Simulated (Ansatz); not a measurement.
# C: the cost of one run

Program: Ansatz 0.2.0. Level of theory: DFT PBE, scalar-relativistic, plane waves, PAW. These are calculated values, not measurements.

2 further runs of the same task are left out: 1 for a broken database entry, 1 set aside as unsound or not needed.

### 1 The system as given

Symmetry: Fmmm, No. 69, orthorhombic system. The conventional cell has a = 2.456 Å, b = 4.254 Å, c = 6.696 Å, α = 90.00°, β = 90.00°, γ = 90.00°. Around C (site symmetry m2m) lie 3 C at 1.42 Å.

As a file:

```cif
data_structure
_symmetry_space_group_name_H-M 'P 1'
_symmetry_Int_Tables_number 1
_cell_length_a 3.9665
_cell_length_b 3.5661
_cell_length_c 2.4560
_cell_angle_alpha 80.086
_cell_angle_beta 62.329
_cell_angle_gamma 37.586
_cell_volume 17.49
loop_
_atom_site_label
_atom_site_type_symbol
_atom_site_fract_x
_atom_site_fract_y
_atom_site_fract_z
_atom_site_occupancy
C1 C 0.16667 0.83333 0.16667 1
C2 C 0.83333 0.16667 0.83333 1
```

The structure comes from the Crystallography Open Database.

### 2 A distortion of lower symmetry

Against the listed cell: strain xx, yy, zz, yz, xz, xy = -1.6, -4.1, -2.6, +0.0, +0.0, -2.0 %; atoms moved by 0.03 Å root mean square, at most 0.03 Å.

Input file input.yaml:

```yaml
crystal:
  lattice:
    - [-0.04254, 2.04053745, 3.26205684]
    - [1.2082292, -0.02456, 3.26205684]
    - [1.1656892, 2.01597745, 0.0]
  atoms:
    - { symbol: C, position: [0.1790072848, 0.8209927152, 0.1664212471] }
    - { symbol: C, position: [0.8209927152, 0.1790072848, 0.8335787529] }
basis:
  ecutwfc: 420
kpoints:
  mp_grid: { grid: [14, 14, 14] }
hamiltonian:
  xc: pbe
scf:
  occupations: { method: gaussian, width: 0.02 }
output:
  forces: true
  stress: true
  eigenvalues: true
```

Launch:

```sh
$ ansatz run input.yaml --threads 1 --pin off --max-ram 1331MiB --backend cpu --events-out ev --progress --plain --runs-dir out
```

Q: Estimate wall time and peak memory on 1 thread of an x86-64 CPU, shared host.

About 13 s, with a peak of 0.4 GiB.
